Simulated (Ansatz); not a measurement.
# CuGaSe₂ (ordering on rocksalt): the band gap by level of theory

All numbers come from Ansatz. No magnetic order. The prototype was imposed, so other structures may be more stable.

Structure: CuGaSe₂, ordered on the rocksalt lattice (R-3m) with 8 atoms a cell, at its r2SCAN minimum. Cu is surrounded by 6 Se at 2.51–2.80 Å; Ga is surrounded by 6 Se at 2.57–2.73 Å; Se is surrounded by 6 Cu at 2.51 Å; Se is surrounded by 3 Ga at 2.57 Å and 3 Cu at 2.80 Å; Se is surrounded by 6 Ga at 2.73 Å.

Space group R-3m:H (No. 166). a = 3.728 Å, b = 3.728 Å, c = 36.932 Å, α = 90.00°, β = 90.00°, γ = 120.00°
```tsv
atom	site	symmetry	x	y	z
Cu	6c	3m	0.0000	0.0000	0.8681
Ga	6c	3m	0.6667	0.3333	0.7123
Se	3b	-3m	0.6667	0.3333	0.8333
Se	6c	3m	0.0000	0.0000	0.7503
Se	3a	-3m	0.0000	0.0000	0.0000
```

On this one geometry the levels give:
```
  level  k mesh             gap (eV)  kind  edges  least direct gap (eV)
    PBE   8×8×8  none (overlap 1.20)     –      –                      –
PBE+SOC   8×8×8  none (overlap 1.26)     –      –                      –
 r2SCAN   8×8×8  none (overlap 1.20)     –      –                      –
```
All runs use a smearing of 0.02 eV.
Wave cutoffs: 420 eV, 500 eV (r2SCAN).
Points off the special ones are mesh points or PBE's searched band edges, reused at the other levels.

r2SCAN gives no gap: the lowest nominally empty band dips 1.20 eV below the top of the last filled one (its bottom at k = (1/8, -3/8, -1/4), the top at Γ), so the cell is a metal or semimetal at this level. With PBE+SOC the bands overlap by 1.26 eV (counted from 1, band 128 peaks at Γ–T (0.75 of the way from Γ) and band 129 bottoms out at S₂–F (0.50 of the way from S₂)): no gap.

No level opens a gap, but no hybrid is among them, and semilocal functionals can close a real gap.

Only the levels marked +SOC include spin-orbit coupling.

Coordinates of k points refer to the reciprocal vectors of the primitive cell of the runs.
